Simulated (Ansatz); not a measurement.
# Mo: the cost of one run

Computed with Ansatz 0.2.0 (DFT PBE, scalar-relativistic, plane waves, PAW, unless a step's input says otherwise).

2 further runs of the same task are left out: 2 set aside as unsound or not needed.

### Step 1. The structure to begin with

Symmetry: Im-3m, No. 229, cubic system. The conventional cell has a = 3.160 Å, b = 3.160 Å, c = 3.160 Å, α = 90.00°, β = 90.00°, γ = 90.00°. Mo (site symmetry m-3m) has 8 Mo at 2.74 Å as nearest neighbours.

Coordinates:

```cif
data_structure
_symmetry_space_group_name_H-M 'P 1'
_symmetry_Int_Tables_number 1
_cell_length_a 2.7370
_cell_length_b 2.7370
_cell_length_c 2.7370
_cell_angle_alpha 109.471
_cell_angle_beta 109.471
_cell_angle_gamma 109.471
_cell_volume 15.78
loop_
_atom_site_label
_atom_site_type_symbol
_atom_site_fract_x
_atom_site_fract_y
_atom_site_fract_z
_atom_site_occupancy
Mo1 Mo 0.00000 0.00000 0.00000 1
```

This cell was relaxed beforehand with the same method: volume 15.78 Å³/atom, gap on the mesh none (metal).

### Step 2. The bulk in the plane's own cell

To let mesh errors cancel, the bulk is computed in a cell built on the (210) plane.

Contents of input.yaml:

```yaml
crystal:
  lattice:
    - [3.1604413621, 0.0, 0.0]
    - [0.0, 7.0669617246, 0.0]
    - [0.0, 0.0, 7.0669617246]
  atoms:
    - { symbol: Mo, position: [0.0, 0.0, 0.0] }
    - { symbol: Mo, position: [0.0, 0.4, 0.2] }
    - { symbol: Mo, position: [0.0, 0.8, 0.4] }
    - { symbol: Mo, position: [0.0, 0.2, 0.6] }
    - { symbol: Mo, position: [0.0, 0.6, 0.8] }
    - { symbol: Mo, position: [0.5, 0.7, 0.1] }
    - { symbol: Mo, position: [0.5, 0.1, 0.3] }
    - { symbol: Mo, position: [0.5, 0.5, 0.5] }
    - { symbol: Mo, position: [0.5, 0.9, 0.7] }
    - { symbol: Mo, position: [0.5, 0.3, 0.9] }
basis:
  ecutwfc: 420
kpoints:
  mp_grid: { grid: [10, 6, 6] }
hamiltonian:
  xc: pbe
scf:
  occupations: { method: gaussian, width: 0.1 }
output:
  forces: true
  stress: true
  eigenvalues: true
```

Launch:

```bash
ansatz run input.yaml --threads 4 --pin off --max-ram 11264MiB --backend cpu --events-out ev --progress --plain --runs-dir out
```

**Question.** How long does this run take on 4 threads of Arm Neoverse V1, shared host, and how much memory does it need?

About 11 s, with a peak of 0.95 GiB.
